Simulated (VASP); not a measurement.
# AgCl6 (Pm-3m) in VASP: single point with PBE

Aim: the single point of AgCl6 with PBE.

All numbers are computed with VASP 6.6.1; they aren't measurements. Logs are shortened: lines on timing, memory, paths and dates and some standing lists are left out, and cuts for length are marked.

## (1) The cell of the first run

It takes space group Pm-3m (No. 221, cubic). Conventional cell: a = 5.662 Å, b = 5.662 Å, c = 5.662 Å, α = 90.00°, β = 90.00°, γ = 90.00°. Around Ag (site symmetry m-3m) lie 24 Cl at 4.17 Å. Cl (site symmetry 4mm) has 5 Cl at 2.34 to 2.35 Å as nearest neighbours.

The cell was built by a generator and needn't be a form met in nature.

## (2) Single point, PBE (species swapped into the GdB6 type (Pm-3m, No. 221))

Contents of INCAR:

```
  PREC = Accurate
  ENCUT = 520
  EDIFF = 1E-7
  ISMEAR = 0
  SIGMA = 0.1
  LREAL = F
  LASPH = T
  NELM = 100
  ALGO = Fast
  ISIF = 2
  LWAVE = F
  LCHARG = F
  GGA = PE
  NBANDS = 36
```

Contents of KPOINTS:

```
Automatic mesh
0
Gamma
  4 4 4
```

Contents of POSCAR:

```
AgCl6
1.0
    5.6622094200      0.0000000000      0.0000000000
    0.0000000000      5.6622094200      0.0000000000
    0.0000000000      0.0000000000      5.6622094200
Ag Cl
1 6
Direct
    0.0000000000      0.0000000000      0.0000000000
    0.2070000000      0.5000000000      0.5000000000
    0.5000000000      0.2070000000      0.5000000000
    0.7930000000      0.5000000000      0.5000000000
    0.5000000000      0.7930000000      0.5000000000
    0.5000000000      0.5000000000      0.2070000000
    0.5000000000      0.5000000000      0.7930000000
```

Potentials or basis: VASP PAW PBE potentials, release 64 (Ag, Cl).

Command:

```console
$ cat potpaw_PBE.64/Ag/POTCAR potpaw_PBE.64/Cl/POTCAR > POTCAR
$ mpirun -np 1 vasp_std > vasp.out
```

OUTCAR:

```text
PREC = Accurate
   ENCUT = 520
   EDIFF = 1E-7
   ISMEAR = 0
   LREAL = F
   LASPH = T
   NELM = 100
   ISIF = 2
   GGA = PE

 ion  position               nearest neighbor table
   1  0.000  0.000  0.000-
   2  0.207  0.500  0.500-   4 2.34   3 2.35   5 2.35   6 2.35   7 2.35
   3  0.500  0.207  0.500-   5 2.34   4 2.35   2 2.35   6 2.35   7 2.35
   4  0.793  0.500  0.500-   2 2.34   3 2.35   5 2.35   6 2.35   7 2.35
   5  0.500  0.793  0.500-   3 2.34   2 2.35   4 2.35   6 2.35   7 2.35
   6  0.500  0.500  0.207-   7 2.34   3 2.35   4 2.35   5 2.35   2 2.35
   7  0.500  0.500  0.793-   6 2.34   3 2.35   4 2.35   5 2.35   2 2.35

  LATTYP: Found a simple cubic cell.
 ALAT       =     5.6622094200

  Lattice vectors:

 A1 = (   5.6622094200,   0.0000000000,   0.0000000000)
 A2 = (   0.0000000000,   5.6622094200,   0.0000000000)
 A3 = (   0.0000000000,   0.0000000000,   5.6622094200)

Analysis of symmetry for initial positions (statically):
=====================================================================
 Subroutine PRICEL returns:
 Original cell was already a primitive cell.

 Routine SETGRP: Setting up the symmetry group for a
 simple cubic supercell.

 Subroutine GETGRP returns: Found 48 space group operations
 (whereof 48 operations were pure point group operations)
 out of a pool of 48 trial point group operations.

The static configuration has the point symmetry O_h .

Analysis of symmetry for dynamics (positions and initial velocities):
=====================================================================
 Subroutine PRICEL returns:
 Original cell was already a primitive cell.

 Routine SETGRP: Setting up the symmetry group for a
 simple cubic supercell.

 Subroutine GETGRP returns: Found 48 space group operations
 (whereof 48 operations were pure point group operations)
 out of a pool of 48 trial point group operations.

The dynamic configuration has the point symmetry O_h .

 Subroutine INISYM returns: Found 48 space group operations
 (whereof 48 operations are pure point group operations),
 and found     1 'primitive' translations

----------------------------------------------------------------------------------------

                                     Primitive cell

  volume of cell :     181.5339

  direct lattice vectors                    reciprocal lattice vectors
     5.662209420  0.000000000  0.000000000     0.176609504  0.000000000  0.000000000
     0.000000000  5.662209420  0.000000000     0.000000000  0.176609504  0.000000000
     0.000000000  0.000000000  5.662209420     0.000000000  0.000000000  0.176609504

  length of vectors
     5.662209420  5.662209420  5.662209420     0.176609504  0.176609504  0.176609504

  position of ions in fractional coordinates (direct lattice)
     0.000000000  0.000000000  0.000000000
     0.207000000  0.500000000  0.500000000
     0.500000000  0.207000000  0.500000000
     0.793000000  0.500000000  0.500000000
     0.500000000  0.793000000  0.500000000
     0.500000000  0.500000000  0.207000000
     0.500000000  0.500000000  0.793000000

  ion indices of the primitive-cell ions
   primitive index   ion index
                 1           1
                 2           2
                 3           3
                 4           4
                 5           5
                 6           6
                 7           7

----------------------------------------------------------------------------------------

 KPOINTS: Automatic mesh

Automatic generation of k-mesh.
 Grid dimensions read from file:
 generate k-points for:    4    4    4

 Generating k-lattice:

  Cartesian coordinates                     Fractional coordinates (reciprocal lattice)
     0.044152376  0.000000000  0.000000000     0.250000000  0.000000000  0.000000000
     0.000000000  0.044152376  0.000000000     0.000000000  0.250000000  0.000000000
     0.000000000  0.000000000  0.044152376     0.000000000  0.000000000  0.250000000

  Length of vectors
     0.044152376  0.044152376  0.044152376

  Shift w.r.t. Gamma in fractional coordinates (k-lattice)
     0.000000000  0.000000000  0.000000000

 Subroutine IBZKPT returns following result:
 ===========================================

 Found     10 irreducible k-points:

 Following reciprocal coordinates:
            Coordinates               Weight
  0.000000  0.000000  0.000000      1.000000
  0.250000  0.000000  0.000000      6.000000
  0.500000  0.000000  0.000000      3.000000
  0.250000  0.250000  0.000000     12.000000
  0.500000  0.250000  0.000000     12.000000
  0.500000  0.500000  0.000000      3.000000
  0.250000  0.250000  0.250000      8.000000
  0.500000  0.250000  0.250000     12.000000
  0.500000  0.500000  0.250000      6.000000
  0.500000  0.500000  0.500000      1.000000
   k-points           NKPTS =     10   k-points in BZ     NKDIM =     10   number of bands    NBANDS=     36
   number of dos      NEDOS =    301   number of ions     NIONS =      7
   total plane-waves  NPLWV =  74088
   dimension x,y,z NGX =    42 NGY =   42 NGZ =   42
   dimension x,y,z NGXF=    84 NGYF=   84 NGZF=   84
   ions per type =               1   6
   NGX,Y,Z   is equivalent  to a cutoff of  12.33, 12.33, 12.33 a.u.
   NGXF,Y,Z  is equivalent  to a cutoff of  24.66, 24.66, 24.66 a.u.
 SYSTEM =  unknown system
   PREC   = accura    normal or accurate (medium, high low for compatibility)
   ISTART =      0    job   : 0-new  1-cont  2-samecut
   ICHARG =      2    charge: 1-file 2-atom 10-const
   ISPIN  =      1    spin polarized calculation?
   LNONCOLLINEAR =      F non collinear calculations
   LSORBIT =      F    spin-orbit coupling
   LASPH  =      T    aspherical Exc in radial PAW
   ENCUT  =  520.0 eV  38.22 Ry    6.18 a.u.  10.53 10.53 10.53*2*pi/ulx,y,z
   NELM   =    100;   NELMIN=  2; NELMDL= -5     # of ELM steps
   EDIFF  = 0.1E-06   stopping-criterion for ELM
   LREAL  =      F    real-space projection
   EDIFFG = 0.1E-05   stopping-criterion for IOM
   NSW    =      0    number of steps for IOM
   IBRION =     -1    ionic relax: 0-MD 1-quasi-New 2-CG
   NFREE  =      0    steps in history (QN), initial steepest desc. (CG)
   ISIF   =      2    stress and relaxation
   ISYM   =      2    0-nonsym 1-usesym 2-fastsym
   POTIM  = 0.5000    time-step for ionic-motion
   TEBEG  =    0.0;   TEEND  =   0.0 temperature during run
   PSTRESS=    0.0 pullay stress
   NELECT =      53.0000    total number of electrons
   NUPDOWN=      -1.0000    fix difference up-down
   EMIN   =  10.00;   EMAX   =-10.00  energy-range for DOS
   EFERMI =   0.00;   METHOD = LEGACY
   ISMEAR =     0;   SIGMA  =   0.10  broadening in eV -4-tet -1-fermi 0-gaus
   EFERMI_NEDOS =   21; number of points for ismear=-14 and -15
   IALGO  =     68    algorithm
   IMIX   =      4    mixing-type and parameters
     AMIX     =   0.40;   BMIX     =  1.00
     AMIX_MAG =   1.60;   BMIX_MAG =  1.00
  volume/ion in A,a.u.               =      25.93       175.01
  Fermi-wavevector in a.u.,A,eV,Ry     =   1.086044  2.052326 16.047965  1.179492
  Thomas-Fermi vector in A             =   2.222172
   LORBIT       =      0    0 simple, 1 ext, 2 COOP (PROOUT), +10 PAW based schemes
   GGA     = PE    functional components
   LHFCALC =     F    Hartree Fock is set to
   AEXX    =    0.0000 exact exchange contribution
   IVDW    =     0    specifies the selected vdW correction
   LEPSILON=     F    determine dielectric tensor
   LRPA    =     F    only Hartree local field effects (RPA)
 non-spin polarized calculation
 RMM-DIIS sequential band-by-band and
 Gauss-broadening in eV      SIGMA  =   0.10
  energy-cutoff  :      520.00
  volume of cell :      181.53
 maximum number of plane-waves:      4945
   NGX = 21   NGY = 21   NGZ = 21

 number of electron      52.9999993 magnetization

 Free energy of the ion-electron system (eV)
  ---------------------------------------------------
  ext. energy  EPLUGINS =         0.00000000
  ---------------------------------------------------
  free energy    TOTEN  =        -1.12858563 eV

  energy without entropy =       -1.08837950  energy(sigma->0) =       -1.10848256

 E-fermi :   2.6097     XC(G=0):  -8.1139

 val. band max:        2.6046698686   @ k =   0.5000   0.2500   0.0000
 cond. band min:       2.6192134638   @ k =   0.5000   0.5000   0.2500
 fundamental gap:      0.0145435951
 Fermi energy:         2.6097091050

 k-point     1 :       0.0000    0.0000    0.0000
  band No.  band energies     occupation
      1     -17.5630      2.00000
      2     -13.2868      2.00000
      3     -13.2868      2.00000
      4     -13.2868      2.00000
      5     -12.9740      2.00000
      6     -12.9740      2.00000
[... 28 lines left out ...]
     35       8.7222      0.00000
     36       8.7222      0.00000

 k-point     2 :       0.2500    0.0000    0.0000
  band No.  band energies     occupation
      1     -17.4853      2.00000
      2     -14.1613      2.00000
      3     -13.2833      2.00000
      4     -13.2833      2.00000
      5     -12.9732      2.00000
      6     -12.0713      2.00000
[... 28 lines left out ...]
     35       9.2436      0.00000
     36       9.5008      0.00000

 k-point     3 :       0.5000    0.0000    0.0000
  band No.  band energies     occupation
      1     -17.3974      2.00000
      2     -14.5950      2.00000
      3     -13.2798      2.00000
      4     -13.2798      2.00000
      5     -12.9724      2.00000
      6     -11.6251      2.00000
[... 28 lines left out ...]
     35      10.1865      0.00000
     36      10.2258      0.00000
[... 196 lines left out ...]
 k-point     9 :       0.5000    0.5000    0.2500
  band No.  band energies     occupation
      1     -17.1069      2.00000
      2     -14.5877      2.00000
      3     -14.5877      2.00000
      4     -14.0952      2.00000
      5     -11.3467      2.00000
      6     -10.6592      2.00000
[... 28 lines left out ...]
     35      10.0017      0.00000
     36      10.6894      0.00000

 k-point    10 :       0.5000    0.5000    0.5000
  band No.  band energies     occupation
      1     -16.9857      2.00000
      2     -14.5853      2.00000
      3     -14.5853      2.00000
      4     -14.5853      2.00000
      5     -10.6586      2.00000
      6     -10.6586      2.00000
[... 28 lines left out ...]
     35      10.9696      0.00000
     36      11.0074      0.00000

------------------------ aborting loop because EDIFF is reached ----------------------------------------

  FORCE on cell =-STRESS in cart. coord.  units (eV):
  Direction    XX          YY          ZZ          XY          YZ          ZX
  --------------------------------------------------------------------------------------
  -------------------------------------------------------------------------------------
  Total       26.0733404     26.0733404     26.0733404     -0.0000000     -0.0000000     -0.0000000
  in kB      230.1174081    230.1174081    230.1174081     -0.0000000     -0.0000000     -0.0000000
  external PRESSURE =     230.1174081 kB  Pullay stress =       0.0000000 kB

 VOLUME and BASIS-vectors are now :
 -----------------------------------------------------------------------------
  energy-cutoff  :      520.00
  volume of cell :      181.53
      direct lattice vectors                 reciprocal lattice vectors
     5.662209420  0.000000000  0.000000000     0.176609504  0.000000000  0.000000000
     0.000000000  5.662209420  0.000000000     0.000000000  0.176609504  0.000000000
     0.000000000  0.000000000  5.662209420     0.000000000  0.000000000  0.176609504

 POSITION                                       TOTAL-FORCE (eV/Angst)
 -----------------------------------------------------------------------------------
      0.00000      0.00000      0.00000         0.000000      0.000000     -0.000000
      1.17208      2.83110      2.83110        -7.085530      0.000000     -0.000000
      2.83110      1.17208      2.83110         0.000000     -7.085530     -0.000000
      4.49013      2.83110      2.83110         7.085530      0.000000     -0.000000
      2.83110      4.49013      2.83110         0.000000      7.085530     -0.000000
      2.83110      2.83110      1.17208         0.000000      0.000000     -7.085530
      2.83110      2.83110      4.49013         0.000000      0.000000      7.085530
 -----------------------------------------------------------------------------------
    total drift:                               -0.000000     -0.000000     -0.000000

  FREE ENERGIE OF THE ION-ELECTRON SYSTEM (eV)
  ---------------------------------------------------
  free  energy   TOTEN  =        -1.1285856281 eV

  energy  without entropy=       -1.0883794970  energy(sigma->0) =       -1.10848256
```

Wall time 36 s (1 thread of Intel Xeon 6975P-C (Granite Rapids), shared host); peak memory 0.27 GiB.

Results:

| Property | Result |
| --- | --- |
| Free energy | -1.1286 eV |
| Pressure | 23.0 GPa |
| Largest force | 7.086 eV/Å |
| Band gap on the k mesh | none (metal or under the smearing width) |

Forces on the atoms (eV/Å):
```
Ag   0.000  0.000  0.000
Cl  -7.086  0.000  0.000
Cl   0.000 -7.086  0.000
Cl   7.086  0.000  0.000
Cl   0.000  7.086  0.000
Cl   0.000  0.000 -7.086
Cl   0.000  0.000  7.086
```

Levels at points of the mesh, in eV from the Fermi level:
```csv
k point,band 25,band 26,band 27,band 28,band 29,band 30
"(0.00, 0.00, 0.00)",-0.50,-0.50,-0.45,0.79,0.79,0.79
"(0.50, 0.00, 0.00)",-0.34,0.16,0.16,0.39,0.63,0.79
"(0.50, 0.50, 0.00)",-0.86,-0.33,-0.33,0.08,0.59,2.42
"(0.50, 0.50, 0.50)",-1.08,-1.08,-1.08,-0.06,2.43,2.43
```

Caveat: so large a pressure means that the cell lies far from this level's equilibrium, or that cutoff or potentials fall short; an odd number of electrons without spin polarisation forces a metal; a magnetic or distorted state may lie lower.
